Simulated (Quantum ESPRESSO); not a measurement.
NaF (Villiaumite) in Quantum ESPRESSO: convergence with density cutoff

Input of the first run (density cutoff 220 Ry); the others differ in this setting and in those tied to it:

The input pw.in:

```
&CONTROL
  calculation = 'scf'
  prefix = 'pwscf'
  outdir = './tmp'
  pseudo_dir = './pseudo'
  tprnfor = .true.
  tstress = .true.
  disk_io = 'nowf'
/
&SYSTEM
  ibrav = 0
  nat = 2
  ntyp = 2
  ecutwfc = 55
  ecutrho = 220
  nbnd = 14
  occupations = 'smearing'
  smearing = 'fd'
  degauss = 0.00734986
/
&ELECTRONS
  conv_thr = 4d-10
  electron_maxstep = 120
  mixing_beta = 0.5
/
ATOMIC_SPECIES
Na    22.9898 na_pbe_v1.5.uspp.F.UPF
F     18.9984 f_pbe_v1.4.uspp.F.UPF
CELL_PARAMETERS angstrom
   0.0000000000    2.3200000000    2.3200000000
   2.3200000000    0.0000000000    2.3200000000
   2.3200000000    2.3200000000    0.0000000000
ATOMIC_POSITIONS crystal
Na     0.0000000000    0.0000000000    0.0000000000
F      0.5000000000    0.5000000000    0.5000000000
K_POINTS automatic
10 10 10 0 0 0
```

Potentials or basis: SSSP 1.3 efficiency PBE.

Run with:

```console
$ OMP_NUM_THREADS=1 pw.x -in pw.in > pw.out
```

Hardware: 1 thread of Arm Neoverse V1, with other jobs on the host.

```csv
density cutoff,"energy less the tightest run, at zero smearing (meV/atom)",SCF cycles,CPU time (s),peak memory (GiB)
220 Ry,0.17,9,11,0.06
275 Ry,0.13,9,12,0.06
330 Ry,0.07,9,12,0.07
385 Ry,0.02,9,12,0.08
440 Ry,0.00,9,13,0.11
550 Ry,-0.02,9,14,0.13
660 Ry,-0.01,9,15,0.16
880 Ry,0.00,8,15,0.21
```

Against the tightest run, the energy stays within 1 meV/atom from 220 Ry on. The tightest run that finished is the yardstick and may itself not be fully converged.
